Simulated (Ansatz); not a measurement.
Input of an Ansatz 0.2.0 run:

Contents of input:

```
crystal:
  lattice:
    - [3.3545324186, 0.0, 0.0]
    - [-1.6772662093, 2.9051102923, 0.0]
    - [0.0, 0.0, 5.47016065]
  atoms:
    - { symbol: Sb, position: [0.6666666667, 0.3333333333, 0.75] }
    - { symbol: Sb, position: [0.3333333333, 0.6666666667, 0.25] }
hamiltonian:
  xc: pbe0
  pseudopotentials: { kind: paw_fr }
magnetization:
  noncollinear: true
  spin_orbit: true
kpoints:
  mp_grid: { grid: [4, 4, 2] }
scf:
  occupations: { method: fermi_dirac, width: 0.05 }
output:
  forces: true
  stress: true
  eigenvalues: true
```

Task: Predict the pressure.

Result: -0.5 GPa.

Task: Predict the band gap on the k mesh.

Result: None (metal or under the smearing width).

Stress tensor (GPa, compression positive):
```
 1.51  0.00  0.00
 0.00  1.51  0.00
 0.00  0.00 -4.43
```

Caveat: the k mesh is coarse (spacing up to 0.57 Å⁻¹), so the values aren't converged, least of all with exact exchange; the PAW data sets come from PBE, with cores solved anew for the run's functional, which leaves a small shift of forces and pressure; the thresholds are loose for stress.
